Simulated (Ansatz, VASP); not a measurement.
# Two plane-wave programs on Fe

INCAR

```
PREC = Accurate ; ENCUT = 520
EDIFF = 1E-6 ; ISMEAR = -1
SIGMA = 0.05 ; LREAL = False
LASPH = True ; NELM = 150
ALGO = Normal ; ISIF = 2
LWAVE = False ; LCHARG = False
ISPIN = 2 ; MAGMOM = 3
LORBIT = 11 ; LMAXMIX = 4
GGA = PS ; NBANDS = 14
```

Contents of KPOINTS:

```
regular mesh
0
Gamma
  11 11 11
```

The input POSCAR:

```
Fe
1.0
   -1.4718600000      1.4718600000      1.4430000000
    1.4718600000     -1.4718600000      1.4430000000
    1.4718600000      1.4718600000     -1.4430000000
Fe
1
Direct
    0.0000000000      0.0000000000      0.0000000000
```

File input.yaml:

```yaml
crystal:
  lattice:
    - [-1.47186, 1.47186, 1.443]
    - [1.47186, -1.47186, 1.443]
    - [1.47186, 1.47186, -1.443]
  atoms:
    - { symbol: Fe, position: [0.0, 0.0, 0.0], spin: 3.0 }
hamiltonian:
  xc: pbesol
  pseudopotentials: { kind: paw }
magnetization:
  spin_polarized: true
kpoints:
  mp_grid: { grid: [11, 11, 11] }
scf:
  occupations: { method: fermi_dirac, width: 0.05 }
output:
  forces: true
  stress: true
  eigenvalues: true
  write_density: true
  write_potential: true
  elf: true
  volumetric_format: npy
```

Alike in both runs: task single point; functional PBEsol; k mesh 11 × 11 × 11; occupations fermi-dirac, width 0.05 eV; collinear spin.

|  | VASP | Ansatz |
| --- | --- | --- |
| version | VASP 6.6.1 | Ansatz 0.2.0 |
| potentials or method | VASP PAW PBE potentials, release 64 (Fe) | Ansatz PAW |
| plane-wave cutoff (eV) | 520 | 420 |
| valence electrons in the cell | 8 | 16 |

|  | VASP | Ansatz | Ansatz less VASP |
| --- | --- | --- | --- |
| gap on the k mesh at the Fermi level (eV) | none | none | - |
| pressure (GPa) | -20.3 | -21.2 | -0.91 |
| largest component of the traceless stress (GPa) | 0.75 | 0.81 | +0.062 |
| net moment per atom (μB) | 2.43 | 2.39 | -0.041 |
| size of the moment on the site where the two differ most (μB) | 2.44 | 2.44 | +0.004 |

Site moments also hang on the region over which each program counts them. A gap of «none» marks a metal or a gap that the smearing closes. The two sets of potentials don't hold the same shells in valence.

Caveats: so large a pressure means that the cell lies far from this level's equilibrium, or that cutoff or potentials fall short (VASP); the potentials were made for another functional, which shifts forces and pressure (VASP); the PAW data sets come from PBE, with cores solved anew for the run's functional, which leaves a small shift of forces and pressure (Ansatz).
